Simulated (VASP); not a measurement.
Input of a VASP 6.6.1 run:

Contents of run.py:

```python
from ase.calculators.vasp import Vasp
from ase.dft.bandgap import bandgap
from ase.io import read

atoms = read('Co.cif')
atoms.set_initial_magnetic_moments([2.0, -2.0])
calc = Vasp(
    directory='calc',
    xc='pbe',
    pp='PBE',
    setups='recommended',
    prec='Accurate',
    encut=520,
    ediff=1e-06,
    ismear=0,
    sigma=0.05,
    lreal=False,
    lasph=True,
    nelm=120,
    algo='Fast',
    isif=2,
    lwave=False,
    lcharg=True,
    ispin=2,
    lorbit=11,
    lmaxmix=4,
    ldautype=2,
    ldauprint=1,
    ivdw=11,
    lelf=True,
    lvhar=True,
    ldau_luj={'Co': {'L': 2, 'U': 5.3, 'J': 0}},
    kpts=[12, 12, 7],
    gamma=True,
    nbands=20,
)
atoms.calc = calc

print('energy (eV):', atoms.get_potential_energy())
print('free energy (eV):', atoms.get_potential_energy(force_consistent=True))
print('forces (eV/A):')
print(atoms.get_forces())
print('stress (eV/A^3, Voigt):', atoms.get_stress())
print('Fermi level (eV):', calc.get_fermi_level())
print('moment (muB):', atoms.get_magnetic_moment())
print('site moments (muB):', atoms.get_magnetic_moments())
gap, top, bottom = bandgap(calc)
print('band gap (eV):', gap, 'from (spin, k, band)', top, 'to', bottom)
```

The input Co.cif:

```cif
data_Co
_cell_length_a 2.66288117
_cell_length_b 2.66288117
_cell_length_c 4.33164615
_cell_angle_alpha 90.00000000
_cell_angle_beta 90.00000000
_cell_angle_gamma 120.00000000
_space_group_name_H-M_alt 'P1'
_space_group_name_Hall 'P 1'
_space_group_IT_number 1
loop_
_space_group_symop_operation_xyz
'x,y,z'
loop_
_atom_site_label
_atom_site_type_symbol
_atom_site_symmetry_multiplicity
_atom_site_Wyckoff_symbol
_atom_site_fract_x
_atom_site_fract_y
_atom_site_fract_z
_atom_site_occupancy
Co1 Co 1 a 0.6666666667 0.3333333333 0.7500000000 1
Co2 Co 1 a 0.3333333333 0.6666666667 0.2500000000 1
```

Potentials or basis: VASP PAW PBE potentials, release 64 (Co).

Run with:

```bash
$ python run.py
```

Problem. What does it give for the pressure?

Solution. -3.0 GPa.

Problem. Predict the dispersion energy per atom.

Solution. -0.267 eV.

Stress tensor (GPa, compression positive):
```
-9.22  0.00  0.00
 0.00 -9.22  0.00
 0.00  0.00  9.39
```

Caveat: pairwise dispersion overbinds metals, which lowers pressure and volume; the U is typed as a test and isn't derived for this compound. The state reached can hang on the start; a lower one may exist.
